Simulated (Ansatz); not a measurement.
NiSb under pressure: fit and missing row

NiSb, P6_3/mmc, a = 3.916 Å, c = 5.070 Å. The structure is a COD entry; whether it is the stable form wasn't checked. Ansatz: PBEsol, PAW, 420 eV, Γ-centred 12×12×8 mesh on 4 atoms, Gaussian smearing 0.10 eV; no spin polarisation. Cell and atoms are relaxed at each pressure, and no other structure is tried, so the rows at high pressure may lie past a change of phase.

```
V (Å³/atom) P (GPa)
     13.893    39.99
     14.997    20.00
     15.778     9.94
          ?     4.97
     16.589     2.00
     16.834     0.01
     17.104    -2.00
```

Question: Take V0 = 16.834 Å³/atom, count pressures from its P0 = 0.01 GPa, fit the third-order Birch–Murnaghan form to the other rows, and predict the missing volume.

Answer: With the Eulerian strain f = ½[(V0/V)^(2/3) − 1] and y = (P − P0)/[3f(1 + 2f)^(5/2)], the form is the line y = B0 + 1.5 B0 (B0′ − 4) f. Rows (f, y): 0.06828, 141.7; 0.04004, 137.3; 0.02207, 134.6; 0.00491, 131.8; -0.00528, 130.3. Means f = 0.02600, y = 135.14; Σ(Δf)² = 0.003423, ΣΔfΔy = 0.5316; the slope is their ratio. y = 131.1 + 155.3 f GPa, so B0 = 131.1 GPa and B0′ = 4 + 2 × (155.3)/(3 × 131.1) = 4.79. P = 4.97 GPa is met at f = 0.01174 (y = 132.92), so V = V0 (1 + 2f)^(−3/2) = 16.258 Å³/atom. The run gave 16.258 Å³/atom, the same to the digits shown.

The mesh isn't the same in all rows (12×12×8, 12×12×10).